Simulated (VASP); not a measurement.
## A VASP 6.6.1 single-point calculation on Si

INCAR

```
ISIF = 2
NBANDS = 16
LREAL = .FALSE.
ISMEAR = -1
ENCUT = 520
NELM = 93
LASPH = .TRUE.
IBRION = -1
PREC = Accurate
SIGMA = 0.02
LCHARG = .FALSE.
GGA = PE
EDIFF = 1E-7
ISPIN = 2
MAGMOM = -1 1 1 1
NSW = 0
LWAVE = .FALSE.
```

KPOINTS

```
KPOINTS created by Atomic Simulation Environment
0
Monkhorst-Pack
12 12 4
0 0 0
```

POSCAR

```
Si
 1.0000000000000000
     3.8321295589639761    0.0000000000000000    0.0000000000000000
    -1.9160647794819881    3.3187215486560602    0.0000000000000000
     0.0000000000000000    0.0000000000000000    6.3412168604500563
 Si
   4
Cartesian
  0.0000000000000001  2.2124810324373736  0.0035570476877611
  1.9160647794819881  1.1062405162186868  3.1741654779127892
  0.0000000000000001  2.2124810324373736  2.3743992749810103
  1.9160647794819881  1.1062405162186868  5.5450077052060394
```

The recommended PBE PAW datasets give the neutral cell 16 valence electrons.

Command

```
mpirun -np 1 vasp_std
```

OSZICAR

```
N       E                     dE             d eps       ncg     rms          rms(c)
DAV:   1     0.271209516500E+02    0.27121E+02   -0.58343E+03  9984   0.790E+02
DAV:   2    -0.194629244127E+02   -0.46584E+02   -0.42259E+02 13648   0.122E+02
DAV:   3    -0.213613044661E+02   -0.18984E+01   -0.18821E+01 13528   0.229E+01
DAV:   4    -0.213835091931E+02   -0.22205E-01   -0.22199E-01 12528   0.320E+00
DAV:   5    -0.213838994264E+02   -0.39023E-03   -0.39021E-03 13720   0.401E-01    0.781E+00
DAV:   6    -0.216912353912E+02   -0.30734E+00   -0.48173E-01 13192   0.415E+00    0.446E+00
DAV:   7    -0.216580915869E+02    0.33144E-01   -0.27364E-01 12944   0.280E+00    0.267E+00
DAV:   8    -0.216377334393E+02    0.20358E-01   -0.38034E-02 13080   0.111E+00    0.572E-01
DAV:   9    -0.216485221787E+02   -0.10789E-01   -0.13003E-02 11576   0.609E-01    0.191E-01
DAV:  10    -0.216497856198E+02   -0.12634E-02   -0.15090E-03 13656   0.236E-01    0.103E-01
DAV:  11    -0.216501098277E+02   -0.32421E-03   -0.28952E-04 12440   0.925E-02    0.568E-02
DAV:  12    -0.216502631297E+02   -0.15330E-03   -0.14747E-04 12144   0.669E-02    0.218E-02
DAV:  13    -0.216502849813E+02   -0.21852E-04   -0.25337E-05 12896   0.304E-02    0.866E-03
DAV:  14    -0.216502876584E+02   -0.26771E-05   -0.26152E-06 12872   0.916E-03    0.380E-03
DAV:  15    -0.216502887090E+02   -0.10505E-05   -0.89340E-07 12632   0.506E-03    0.118E-03
DAV:  16    -0.216502888272E+02   -0.11826E-06   -0.14823E-07 11856   0.226E-03    0.750E-04
DAV:  17    -0.216502888626E+02   -0.35339E-07   -0.43398E-08  8248   0.130E-03
   1 F= -.21650289E+02 E0= -.21650289E+02  d E =-.120456E-08  mag=    -0.0000
```

It converged. Results: pressure 1.2 GPa; magnetic moment of the cell 0.00 μB.

The shifted mesh misses Γ, so a band edge there is missed.

For comparison, a separate PBE run of the intended cell, on usual settings and not on those above, gives a gap of 0.43 eV on its mesh and a pressure of 1.2 GPa.

The run above took about 5.7 min on one core of a shared host (Intel Xeon Platinum 8488C) and held 0.4 GiB at most.
